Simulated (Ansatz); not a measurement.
## Relaxing AlGa3N4

These are results of DFT r2SCAN, scalar-relativistic, plane waves, PAW in Ansatz 0.2.0, not measurements. Run with 500 eV cutoff, 6×8×4 k-mesh, Gaussian smearing of 0.02 eV, no spin polarisation.

What was changed: biaxial strain in the a-b plane, c and atoms relaxed: -1.5 %.

Command:

```bash
ansatz run input.yaml --threads 2 --pin off --max-ram 5120MiB --backend cpu --events-out ev --progress --plain --runs-dir out
```

Input:

```yaml
crystal:
  lattice:
    - [5.0618363999, 0.0, 0.0]
    - [0.0, 3.1159630916, 0.0]
    - [-0.0036209174, 0.0, 5.526287541]
  atoms:
    - { symbol: Al, position: [0.000582885, 0.5, 0.6672982357] }
    - { symbol: Ga, position: [0.499171287, 0.5, 0.3350606987] }
    - { symbol: Ga, position: [0.4992511913, 0.0, 0.8314570701] }
    - { symbol: Ga, position: [0.9998609987, 0.0, 0.1661913855] }
    - { symbol: "N", position: [0.1194130445, 0.5, 0.3406010345] }
    - { symbol: "N", position: [0.1173310423, 0.0, 0.8259310375] }
    - { symbol: "N", position: [0.62023955, 0.0, 0.1661937137] }
    - { symbol: "N", position: [0.6317500111, 0.5, 0.6672678244] }
basis:
  ecutwfc: 500
kpoints:
  mp_grid: { grid: [6, 8, 4] }
hamiltonian:
  xc: r2scan
scf:
  occupations: { method: gaussian, width: 0.02 }
output:
  forces: true
  stress: true
  eigenvalues: true
relax:
  adjacent_minimum: "off"
  f_tol: 0.008
  max_steps: 40
  cell: { stress_tol: 0.015, fix: [a, b, gamma] }
```

F is the free energy. Steps run on the plane waves of an earlier cell, but the last one, and at times one on the way, on a freshly chosen basis, so a repeated geometry can differ a little in energy. The held parts of the cell keep their stress, so P needn't end at zero.

Steps:

```tsv
step	F − F(1) (eV)	largest force component (eV/Å)	V (Å³/atom)	P (GPa)
1	0.0000	0.264	10.895	4.56
2	-0.0062	0.166	10.901	4.39
3	-0.0111	0.024	10.895	4.42
4	-0.0110	0.026	10.903	4.24
5	-0.0111	0.007	10.900	4.32
6	-0.0111	0.000	10.902	4.27
7	-0.0112	0.000	10.902	4.27
```

Relaxed structure:

```yaml
crystal:
  lattice:
    - [5.06184, 0.00000, 0.00065]
    - [0.00000, 3.11596, 0.00000]
    - [-0.00291, 0.00000, 5.52972]
  atoms:
    - { symbol: Al, position: [0.00149, 0.50000, 0.66674] }
    - { symbol: Ga, position: [0.50031, 0.50000, 0.33590] }
    - { symbol: Ga, position: [0.50025, 0.00000, 0.83232] }
    - { symbol: Ga, position: [0.00118, 0.00000, 0.16531] }
    - { symbol: N, position: [0.11822, 0.50000, 0.34289] }
    - { symbol: N, position: [0.11630, 0.00000, 0.82824] }
    - { symbol: N, position: [0.61924, 0.00000, 0.16371] }
    - { symbol: N, position: [0.63061, 0.50000, 0.66490] }
```

It takes space group Pm (No. 6, monoclinic). Conventional cell: a = 5.062 Å, b = 3.116 Å, c = 5.530 Å, α = 90.00°, β = 90.02°, γ = 90.00°. Al (site symmetry m) is surrounded by 4 N at 1.88 to 1.89 Å. Ga (site symmetry m) has 4 N at 1.92 to 1.93 Å as nearest neighbours. Around Ga (site symmetry m) lie 4 N at 1.93 to 1.94 Å. Around Ga (site symmetry m) lie 4 N at 1.93 to 1.95 Å. Around N (site symmetry m) lie 1 Al at 1.89 Å and 3 Ga at 1.93 Å. N (site symmetry m) has 2 Al at 1.89 Å and 2 Ga at 1.94 to 1.95 Å as nearest neighbours. Around N (site symmetry m) lie 4 Ga at 1.92 to 1.93 Å. N (site symmetry m) is surrounded by 1 Al at 1.88 Å and 3 Ga at 1.93 Å.

The run converged. It took 2.7 min on 2 threads of Intel(R) Xeon(R) Platinum 8375C CPU @ 2.90GHz (Ice Lake) (shared host), peak memory 0.67 GiB.